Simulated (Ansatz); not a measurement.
# CrCuO2: the cost of one run

Program: Ansatz 0.2.0. Level of theory: DFT PBE+U (U_eff = 2.7 eV on Cr 3d, 3 eV on Cu 3d) with spin–orbit coupling, plane waves, PAW. These are calculated values, not measurements.

1 further run of the same task is left out (set aside as unsound or not needed).

### 1 The starting structure

The structure is trigonal, space group R-3m (No. 166). Conventional cell: a = 2.973 Å, b = 2.973 Å, c = 17.100 Å, α = 90.00°, β = 90.00°, γ = 120.00°. Cr (site symmetry -3m) has 6 O at 1.99 Å as nearest neighbours. Cu (site symmetry -3m) has 2 O at 1.85 Å as nearest neighbours. Around O (site symmetry 3m) lie 1 Cu at 1.85 Å and 3 Cr at 1.99 Å.

Coordinates:

```
CELL_PARAMETERS angstrom
1.48670 0.85835 5.70000
-1.48670 0.85835 5.70000
0.00000 -1.71669 5.70000
ATOMIC_POSITIONS crystal
Cr 0.50000 0.50000 0.50000
Cu 0.00000 0.00000 0.00000
O 0.10792 0.10792 0.10792
O 0.89208 0.89208 0.89208
```

The cell is the deposited one, not relaxed. At PBE+U (U_eff = 2.7 eV on Cr 3d, 3 eV on Cu 3d), without spin–orbit coupling, an earlier run found 7.08 GPa for this cell of 10.911 Å³/atom (10×10×10 mesh), mesh gap 1.81 eV, moments in the atoms' spheres Cr 2.46 μB. The cell is compressed at this level.

### 2 Spin-orbit coupling, moments along [0, 0, 1]

input.yaml

```yaml
crystal:
  lattice:
    - [1.4867005117, 0.8583469407, 5.7000019085]
    - [-1.4867005117, 0.8583469407, 5.7000019085]
    - [0.0, -1.7166938813, 5.7000019085]
  atoms:
    - { symbol: Cr, position: [0.5, 0.5, 0.5], spin: 2.71, spin_axis: [0.0, 0.0, 1.0] }
    - { symbol: Cu, position: [0.0, 0.0, 0.0], spin: 0.05, spin_axis: [0.0, 0.0, 1.0] }
    - { symbol: O, position: [0.10792, 0.10792, 0.10792] }
    - { symbol: O, position: [0.89208, 0.89208, 0.89208] }
basis:
  ecutwfc: 420
  ecutrho_ratio: 4
kpoints:
  mp_grid: { grid: [10, 10, 10] }
hamiltonian:
  xc: pbe
  hubbard:
    sites:
      - { species: Cr, l: d, u_eff: 2.7 }
      - { species: Cu, l: d, u_eff: 3.0 }
scf:
  occupations: { method: gaussian, width: 0.05 }
  lower_state_search: "off"
  convergence: { dr2_threshold: 1.0e-09 }
output:
  forces: true
  stress: true
  eigenvalues: true
  populations: true
  hubbard: { sites: [{ species: Cr, l: d }, { species: Cu, l: d }] }
  topological_invariants: true
magnetization:
  noncollinear: true
  spin_orbit: true
checkpoint:
  read: start.run
  write: ck
  compress: false
  write_wavefunctions: false
  write_every: 100000
```

start.run holds the state of a PBE+U run on this cell.

Launch:

```
$ ansatz run input.yaml --threads 4 --pin off --max-ram 9216MiB --backend cpu --events-out ev --progress --plain --runs-dir out
```

Q: Estimate wall time and peak memory on 4 threads of Intel Xeon 6975P-C (Granite Rapids), shared host.

About 3.8 min, with a peak of 1.5 GiB.
